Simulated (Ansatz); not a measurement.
P: phonons across the zone

All numbers below come from DFT PBE, scalar-relativistic, plane waves, PAW in Ansatz 0.2.0. Settings: 420 eV plane-wave cutoff, Γ-centred 24×24×24 mesh, Fermi-Dirac smearing of 0.15 eV. No spin polarisation. Phonons by linear response, acoustic sum rule imposed.

Relaxed structure:
```yaml
crystal:
  lattice:
    - [2.44721, 0.00000, 0.00000]
    - [0.00000, 2.44721, 0.00000]
    - [0.00000, 0.00000, 2.44721]
  atoms:
    - { symbol: P, position: [0.00000, 0.00000, 0.00000] }
```

The cell was found from a structure generator's guess, not taken from experiment. In a metal, frequencies and elastic constants depend on the k mesh and the smearing, soft modes and shear constants most. Some empty bands missed the eigensolver's threshold. This form isn't the element's ground state: it lies 89 meV/atom above the standard structure at this level.

Force constants from linear response on a 4×4×4 q mesh.

Question: Is the structure dynamically stable on the q mesh?

Answer: No: at q = (-0.500, -0.500, -0.500) a mode is imaginary, 238i cm⁻¹.

Question: Give the frequencies (cm⁻¹) at the zone-boundary points of high symmetry (interpolated where a point lies off the q mesh).

Answer:
| point | q | frequencies |
| --- | --- | --- |
| X | 0.000 0.500 0.000 | 136 174 174 |
| M | 0.500 0.500 0.000 | 196 196 244 |
| R | 0.500 0.500 0.500 | 238i 238i 238i |
